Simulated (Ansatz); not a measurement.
TiO2, 12 atoms in the cell. Symmetry: Pbcn, No. 60, orthorhombic system. The conventional cell has a = 4.545 Å, b = 5.520 Å, c = 4.909 Å, α = 90.00°, β = 90.00°, γ = 90.00°. Around Ti (site symmetry 2) lie 6 O at 1.88 to 2.09 Å. O (site symmetry 1) has 3 Ti at 1.88 to 2.09 Å as nearest neighbours. Measurements of this composition are mostly on another form, of space group No. 141.

```yaml
Program: Ansatz 0.2.0
Task: relaxation of cell and atoms
Functional: r2SCAN
Potentials_or_basis: Ansatz PAW
Cutoff: "500 eV (not typed: the program's choice for these potentials)"
k_mesh: 6 × 5 × 6
Occupations: fermi-dirac, width 0.05 eV
Spin: no spin polarisation
Hubbard_terms: Ti d U = 3 eV
Hubbard_projectors: ortho-atomic (the default)
Double_counting: fll (the default)
```

Potentials or basis: Ansatz PAW.

Launch:

```console
$ ansatz run input.yaml --threads 4 --pin off --max-ram 11264MiB --backend cpu --events-out ev --progress --plain --runs-dir out
```

Hardware: 4 threads of Arm Neoverse V1, with other jobs on the host.

**Question.** How long does it take, and how much memory?

**Answer.** Wall time 110 s on 4 threads of Arm Neoverse V1, on a shared host, peak memory 1.2 GiB. Counts: scf iterations 42, plane waves 3125, k points 48, bands 60, ion steps 7.
